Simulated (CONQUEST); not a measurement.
**BAs under changes of volume**

One of the cells (13.626 Å³/atom); the others are scaled copies at fixed shape and fractional positions:

```
As B
1.0
     3.37785    0.00000    0.00000
     0.00000    3.37785    0.00000
     0.00000    0.00000    4.77700
As B
2 2
Direct
  0.00000 0.50000 0.25000
  0.50000 0.00000 0.75000
  0.00000 0.00000 0.00000
  0.50000 0.50000 0.50000
```

| Quantity | Value |
| --- | --- |
| Program | CONQUEST 1.3 |
| Functional | PBE |
| Potentials or basis | PseudoDojo NC PBE, DZP, grid of 32 × 32 × 48 points |
| k mesh | 8 × 8 × 6 |
| Occupations | fermi-dirac, width 0.05 eV |
| Spin | no spin polarisation |

```csv
volume (Å³/atom),energy over the lowest point (meV/atom),pressure (GPa),gap on the mesh (eV)
12.809,63.08,16.0,1.16
13.081,?,?,?
13.354,21.15,8.7,1.20
13.626,9.32,5.3,1.22
13.899,2.46,2.8,1.24
14.171,0.00,0.1,1.26
14.444,1.86,-2.2,1.28
```

Q: What does the run at 13.081 Å³/atom give?

A: Energy over the lowest point 38.99 meV/atom; pressure 12.3 GPa; gap on the mesh 1.18 eV.

Worked out: A Birch-Murnaghan fit of order 3 (a polynomial in V^(-2/3)) to the other rows has its minimum at 14.19 Å³/atom with B0 = V·E''(V) = 123 GPa and B' = 5.1. It gives 38.94 meV/atom at 13.081 Å³/atom, against the run's 38.99, and -dE/dV = 12.2 GPa, against 12.3. A straight line through the other rows of the gap, of slope 0.999 eV per unit of ln V, gives 1.18 eV, against the run's 1.18.

Energies are extrapolated to zero smearing.

Caveats: the basis of atomic orbitals isn't converged, which shifts pressures, moduli and gaps; the real-space grid breaks the cell's symmetry a little (some runs).

A mesh can miss the band edges. Spin-orbit coupling on As is left out.
